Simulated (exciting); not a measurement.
Input of an exciting (release sodium) run:

File run_exciting.py:

```python
import subprocess
import xml.etree.ElementTree as ET
from ase.io import read
from ase.units import Bohr

atoms = read("Nb.cif")
import spglib
from ase import Atoms
cell, positions, numbers = spglib.find_primitive((atoms.cell[:], atoms.get_scaled_positions(), atoms.numbers), symprec=1e-5)
atoms = Atoms(numbers, cell=cell, scaled_positions=positions, pbc=True)
rmt = {'Nb': 2.3}  # bohr
tasks = """
<groundstate do="fromscratch" ngridk="12 11 11" rgkmax="8" gmaxvr="14" lmaxapw="10" lmaxmat="10" lmaxvr="8" xctype="LDA_PW" stype="Fermi Dirac" swidth="0.00367493" nempty="12" ValenceRelativity="iora*" epsengy="1e-05" epspot="1e-05" maxscl="60" outputlevel="normal"/>
<properties>
  <chargedensityplot>
    <plot3d>
      <box grid="15 15 15">
        <origin coord="0 0 0"/>
        <point coord="1 0 0"/>
        <point coord="0 1 0"/>
        <point coord="0 0 1"/>
      </box>
    </plot3d>
  </chargedensityplot>
  <elfplot>
    <plot3d>
      <box grid="15 15 15">
        <origin coord="0 0 0"/>
        <point coord="1 0 0"/>
        <point coord="0 1 0"/>
        <point coord="0 0 1"/>
      </box>
    </plot3d>
  </elfplot>
  <exccplot>
    <plot3d>
      <box grid="15 15 15">
        <origin coord="0 0 0"/>
        <point coord="1 0 0"/>
        <point coord="0 1 0"/>
        <point coord="0 0 1"/>
      </box>
    </plot3d>
  </exccplot>
</properties>
"""

root = ET.Element("input")
ET.SubElement(root, "title").text = "Nb"
structure = ET.SubElement(root, "structure", speciespath="./", tshift="false")
crystal = ET.SubElement(structure, "crystal", scale="1.0")
for vector in atoms.cell / Bohr:
    ET.SubElement(crystal, "basevect").text = " ".join(f"{x:.12f}" for x in vector)
symbols = atoms.get_chemical_symbols()
for element in dict.fromkeys(symbols):
    species = ET.SubElement(structure, "species", speciesfile=element + ".xml", rmt=str(rmt[element]))
    for symbol, position in zip(symbols, atoms.get_scaled_positions(wrap=False)):
        if symbol == element:
            ET.SubElement(species, "atom", coord=" ".join(f"{x:.12f}" for x in position))
root.extend(ET.fromstring("<tasks>" + tasks + "</tasks>"))
ET.indent(root)
ET.ElementTree(root).write("input.xml")
subprocess.run(["exciting_smp"], check=True)
```

The input Nb.cif:

```cif
data_Nb
_cell_length_a 2.85481041
_cell_length_b 2.86793427
_cell_length_c 2.89960892
_cell_angle_alpha 108.60111189
_cell_angle_beta 109.32612388
_cell_angle_gamma 109.79472493
_space_group_name_H-M_alt 'P-1'
_space_group_name_Hall '-P 1'
_space_group_IT_number 2
loop_
_space_group_symop_operation_xyz
'x,y,z'
'-x,-y,-z'
loop_
_atom_site_label
_atom_site_type_symbol
_atom_site_symmetry_multiplicity
_atom_site_Wyckoff_symbol
_atom_site_fract_x
_atom_site_fract_y
_atom_site_fract_z
_atom_site_occupancy
Nb1 Nb 1 b 0.0000000000 0.0000000000 0.5000000000 1
```

Potentials or basis: all-electron LAPW+lo, shipped species files, valence relativity iora*.

Command:

```sh
$ OMP_NUM_THREADS=1 python run_exciting.py
```

Problem. Predict the density of states at the Fermi level.

Solution. 1.52 states/eV per cell.

Problem. Estimate the band gap on the k mesh.

Solution. None (metal or under the smearing width).
